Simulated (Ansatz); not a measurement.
Write the native input for Ansatz 0.2.0 that does the following.

| Property | Result |
| --- | --- |
| Task | band structure |
| Functional | r2SCAN |
| Potentials or basis | Ansatz PAW |
| Cutoff | 500 eV (not typed: the program's choice for these potentials) |
| k mesh | 10 × 10 × 8 |
| Occupations | fermi-dirac, width 0.05 eV |
| Spin | no spin polarisation |
| Path | [["G", "M", "K", "G", "A", "L", "H", "A"], ["L", "M"], ["K", "H"]] |
| Points for each segment of the path | 14 |

The system is TiO.

```
Ti O
1.0
     3.03100    0.00000    0.00000
    -1.51550    2.62492    0.00000
     0.00000    0.00000    3.23770
Ti O
1 1
Direct
  0.66667 0.33333 0.00000
  0.00000 0.00000 0.50000
```

These files were run (other wordings do the same):

input.yaml

```yaml
crystal:
  lattice:
    - [3.031, 0.0, 0.0]
    - [-1.5155, 2.6249229989, 0.0]
    - [0.0, 0.0, 3.2377]
  atoms:
    - { symbol: Ti, position: [0.6666666667, 0.3333333333, 0.0] }
    - { symbol: O, position: [0.0, 0.0, 0.5] }
hamiltonian:
  xc: r2scan
  pseudopotentials: { kind: paw }
kpoints:
  mp_grid: { grid: [10, 10, 8] }
  band_path:
    path:
      - [[0.0, 0.0, 0.0], [0.5, 0.0, 0.0], [0.3333333333, 0.3333333333, 0.0], [0.0, 0.0, 0.0], [0.0, 0.0, 0.5], [0.5, 0.0, 0.5], [0.3333333333, 0.3333333333, 0.5], [0.0, 0.0, 0.5]]
      - [[0.5, 0.0, 0.5], [0.5, 0.0, 0.0]]
      - [[0.3333333333, 0.3333333333, 0.0], [0.3333333333, 0.3333333333, 0.5]]
    npoints: 14
scf:
  occupations: { method: fermi_dirac, width: 0.05 }
  n_extra_bands: 6
output:
  forces: true
  stress: true
  eigenvalues: true
  fatbands: true
```

Potentials or basis: Ansatz PAW.

Run with:

```console
$ ansatz run input.yaml --threads 2 --pin off --max-ram 5632MiB --backend cpu --events-out ev --progress --plain --runs-dir out
```

It gave:

The pressure is -39.6 GPa, the band gap on the k mesh is 0.17 eV, direct and the band gap along the path is 0.17 eV, direct.

Caveat: a pressure of tens of GPa on the cell as given is suspect, and the run, the potentials or the cell itself is likely at fault; the PAW data sets come from PBE, with cores solved anew for the run's functional, which leaves a small shift of forces and pressure.

Wall time 2.8 s on 2 threads of Intel(R) Xeon(R) 6975P-C (Granite Rapids), on a shared host, peak memory 0.44 GiB.
